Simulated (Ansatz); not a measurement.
## Relaxation path: P (beta tin type)

DFT, PBE, PAW with Ansatz's default frozen-core files, scalar-relativistic (Ansatz 0.2.0); a Γ-centred 18×18×18 k mesh, Fermi–Dirac smearing of 0.1 eV, no spin polarisation. The run relaxes shape and atoms at held volume.

Command: `ansatz run input.yaml --threads 1 --pin off --max-ram 2048MiB --backend cpu --events-out ev --progress --plain --runs-dir out` It took 10 s on 1 thread of Intel(R) Xeon(R) 6975P-C (Granite Rapids) (shared host), peak memory 0.42 GiB.

PAW: frozen-core files, cutoff 420 eV; forces are relaxed below 0.005 eV/Å.

Each step lists its free energy a cell above the last geometry, the pressure, the cell vectors (Å), and Cartesian positions (Å) with forces (eV/Å).

The first step:

```
step 1  dF = 6.87 meV  P = 120.5 GPa
  cell -2.0574 2.0574 1.0668  2.0574 -2.0574 1.0668  2.0574 2.0574 -1.0668
  P 0.0000 -1.0287 -0.2667   0.0000 0.0000 0.0000
  P 0.0000 1.0287 0.2667   0.0000 0.0000 0.0000
```

Problem. Where does the relaxation end, and by which steps?

Solution. After 3 geometries, with conventional a, b, c = 4.095, 4.095, 2.155 Å, at 9.032 Å³/atom and 120.1 GPa in space group I4_1/amd, with a shortest distance of 2.117 Å. The further steps:
```
step 2  dF = 1.48 meV  P = 120.3 GPa
  cell -2.0519 2.0519 1.0726  2.0519 -2.0519 1.0726  2.0519 2.0519 -1.0726
  P 0.0000 -1.0260 -0.2681   0.0000 0.0000 0.0000
  P 0.0000 1.0260 0.2681   0.0000 0.0000 0.0000
step 3  dF = 0.00 meV  P = 120.1 GPa
  cell -2.0473 2.0473 1.0774  2.0473 -2.0473 1.0774  2.0473 2.0473 -1.0774
  P 0.0000 -1.0237 -0.2694   0.0000 0.0000 0.0000
  P 0.0000 1.0237 0.2694   0.0000 0.0000 0.0000
step 4  dF = -0.01 meV  P = 120.1 GPa  (same geometry on a basis chosen anew; earlier energies don't compare to the last digit)
  cell -2.0473 2.0473 1.0774  2.0473 -2.0473 1.0774  2.0473 2.0473 -1.0774
  P 0.0000 -1.0237 -0.2694   0.0000 0.0000 0.0000
  P 0.0000 1.0237 0.2694   0.0000 0.0000 0.0000
```
